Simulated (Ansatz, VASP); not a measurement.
## Zn in VASP and in Ansatz

```
Zn
1.0
     2.57097    0.00000    0.00000
    -1.28549    2.22653    0.00000
     0.00000    0.00000    4.73619
Zn
2
Direct
  0.33333 0.66667 0.25000
  0.66667 0.33333 0.75000
```

Alike in both runs: task single point; functional LDA; k mesh 14 × 14 × 7; occupations gaussian, width 1 eV; no spin polarisation.

|  | VASP | Ansatz |
| --- | --- | --- |
| version | VASP 6.6.1 | Ansatz 0.2.0 |
| potentials or method | VASP PAW LDA potentials, release 64 (Zn) | plane waves (420 eV) with PAW, scalar-relativistic |
| plane-wave cutoff (eV) | 520 | 420 |
| valence electrons in the cell | 24 | 24 |

Ansatz gave:

| Item | Value |
| --- | --- |
| pressure (GPa) | 0.9 |
| largest component of the traceless stress (GPa) | 0.49 |

**Question.** What did VASP give for the same quantities?

**Answer.** Pressure (GPa): 1.6; largest component of the traceless stress (GPa): 0.70.

Ansatz warned: «pseudo_functional_mismatch».
